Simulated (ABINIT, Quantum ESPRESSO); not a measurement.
The electronic dielectric constant of LiCl, sorted by core time

**What was measured.** The electronic dielectric constant of LiCl (Fm-3m) is reported as 2.75 (a printed reference work). The runs below try to reproduce it.

Space group Fm-3m (No. 225). a = 5.130 Å, b = 5.130 Å, c = 5.130 Å, α = 90.00°, β = 90.00°, γ = 90.00°
```json
{"atom": "Cl", "site": "4b", "symmetry": "m-3m", "x": "0.5000", "y": "0.0000", "z": "0.0000"}
{"atom": "Li", "site": "4a", "symmetry": "m-3m", "x": "0.0000", "y": "0.0000", "z": "0.0000"}
```

| rung | level | program and potentials | cutoff (eV) | k mesh | smearing | task | core time | chip | electronic dielectric constant | miss | notes |
| --- | --- | --- | --- | --- | --- | --- | --- | --- | --- | --- | --- |
| GGA | WC | Quantum ESPRESSO, PseudoDojo 0.4.1 SR PBE standard | 1007 | 4 × 4 × 4, shifted | fixed | phonons | 47 s | Intel Xeon 6975P-C Granite Rapids | 3.06 | +11.3 % | potentials made for PBE; cell relaxed first (16.33 Å³/atom) |
| GGA | RPBE | Quantum ESPRESSO, PseudoDojo 0.4.1 SR PBE standard | 1007 | 4 × 4 × 4, shifted | fixed | phonons | 49 s | Intel Xeon 6975P-C Granite Rapids | 2.82 | +2.5 % | potentials made for PBE; cell relaxed first (18.12 Å³/atom) |
| GGA | PBEsol | Quantum ESPRESSO, PseudoDojo 0.4.1 SR PBEsol standard | 1007 | 6 × 6 × 6, shifted | fixed | dielectric tensor | 78 s | Intel Xeon Platinum 8375C Ice Lake | 3.02 | +9.8 % | - |
| GGA | AM05 | Quantum ESPRESSO, PseudoDojo 0.4.1 SR PBE standard | 1007 | 6 × 6 × 6, shifted | fixed | dielectric tensor | 89 s | Intel Xeon Platinum 8375C Ice Lake | 2.98 | +8.4 % | potentials made for PBE |
| GGA | WC | Quantum ESPRESSO, PseudoDojo 0.4.1 SR PBE standard | 1007 | 6 × 6 × 6, shifted | fixed | dielectric tensor | 93 s | Intel Xeon Platinum 8375C Ice Lake | 3.02 | +9.8 % | potentials made for PBE |
| GGA | BLYP | Quantum ESPRESSO, PseudoDojo 0.4.1 SR PBE standard | 1007 | 6 × 6 × 6, shifted | fixed | dielectric tensor | 97 s | Intel Xeon Platinum 8375C Ice Lake | 2.92 | +6.2 % | potentials made for PBE |
| LDA | LDA | Quantum ESPRESSO, JTH 2.0 LDA | 707 | 6 × 6 × 6, shifted | fixed | phonons | 1.9 min | Arm Neoverse V1 | 3.18 | +15.6 % | cell relaxed first (15.34 Å³/atom) |
| GGA | PBE | ABINIT, PseudoDojo NC SR PBE v0.4.1 standard | 1007 | 4 × 4 × 4, 4 shifts | fixed | dielectric tensor | 2 min | Arm Neoverse V2 | 2.96 | +7.6 % | - |
| GGA | PBE | Quantum ESPRESSO, GBRV 1.5 PBE | 612 | 6 × 6 × 6, shifted | fixed | phonons | 2.1 min | Arm Neoverse V1 | 2.96 | +7.6 % | - |
| GGA | PBE | Quantum ESPRESSO, JTH 2.0 PBE | 707 | 6 × 6 × 6, shifted | fixed | phonons | 2.4 min | Arm Neoverse V1 | 2.95 | +7.3 % | cell relaxed first (17.09 Å³/atom) |
| GGA | PBE | Quantum ESPRESSO, SPMS 1.0 PBE | 912 | 6 × 6 × 6, shifted | fixed | phonons | 2.5 min | Arm Neoverse V1 | 2.96 | +7.6 % | - |
| GGA | PBE | Quantum ESPRESSO, SSSP 1.3 efficiency PBE | 748 | 6 × 6 × 6, shifted | fixed | phonons | 3.3 min | Arm Neoverse V1 | 2.96 | +7.6 % | - |
| LDA | LDA | Quantum ESPRESSO, PseudoDojo 0.4.1 SR LDA standard | 1007 | 4 × 4 × 4, shifted | fixed | phonon dispersion | 4.6 min | Arm Neoverse V1 | 3.19 | +16.0 % | cell relaxed first (15.29 Å³/atom) |
| GGA | PBE | Quantum ESPRESSO, PseudoDojo 0.4.1 SR PBE standard | 1007 | 4 × 4 × 4, shifted | fixed | phonon dispersion | 5.1 min | Arm Neoverse V1 | 2.95 | +7.3 % | cell relaxed first (17.07 Å³/atom) |
| GGA | PBE | Quantum ESPRESSO, PseudoDojo 0.4 SR PBE stringent | 1306 | 6 × 6 × 6, shifted | fixed | phonons | 5.6 min | Arm Neoverse V1 | 2.96 | +7.6 % | - |

Times are single runs on shared hosts and different chips, so they are rough; meshes, cutoffs and the tasks' sizes weigh on the time. All rows: no spin polarisation. Smearing widths are in eV. The cell comes from a database and isn't always the measured one. Meshes differ between rows, which moves values too. All levels ran on this one cell, unrelaxed unless noted. Meshes are those of the run's cell of 2 atoms unless a note names another. Misses use the values as printed. Runs on faulty files, with rough fits or with known faults for this quantity aren't shown. No row holds spin-orbit coupling.

By rung: LDA in relaxed cells 3.18 to 3.19; GGA in relaxed cells 2.82 to 3.06; GGA 2.92 to 3.02. Measured: 2.75 (a printed reference work). Closest is RPBE (+2.5 %), and PBE misses by +7.3 % to +7.6 % on plain settings. The runs are for a static lattice, while measurements hold temperature and zero-point motion.
